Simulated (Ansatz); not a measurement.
Theory: DFT PBE, scalar-relativistic, plane waves, PAW in Ansatz 0.2.0. Settings: cutoff 420 eV, Γ-centred meshes spaced at most about 0.3 Å⁻¹, and about 0.25 Å⁻¹ or finer for metals (2π included), Gaussian smearing. No spin polarisation in the final relaxations.

These are static total energies at zero pressure. All come from trial cells, and lower structures may exist.

Question: These unrelaxed guesses for AlH₂ are each relaxed within their symmetry. Order them by the energy at which they end, lowest first.
1.

Space group P-6m2 (No. 187). a = 3.137 Å, b = 3.137 Å, c = 3.687 Å, α = 90.00°, β = 90.00°, γ = 120.00°
```
atom  site  symmetry       x       y       z
  Al    1e      -6m2  0.6667  0.3333  0.0000
   H    2h       3m. 0.3333  0.6667  0.1725
```

2.

Space group Cmmm (No. 65). a = 4.069 Å, b = 5.741 Å, c = 2.701 Å, α = 90.00°, β = 90.00°, γ = 90.00°
```tsv
atom	site	symmetry	x	y	z
Al	2c	mmm	0.5000	0.0000	0.5000
H	4j	m2m	0.5000	0.6302	0.5000
```

Answer: 1 (ends in P-6m2, 0 meV/atom), 2 (ends in Cmmm, 193 meV/atom). Even the lowest end lies +0.28 eV/atom against the elements.

Weakly bound directions are ill-defined at this level, which has no dispersion term (P-6m2), and this can change margins and order among such cells. With hydrogen, zero-point motion can shift such differences by 10 meV/atom or more. A magnetic state wasn't ruled out in cells without spin, among them P-6m2, Cmmm. Cells relaxed within their symmetry can be saddle points. Some candidate types were left out of the draw beforehand, so a known form may be missing.
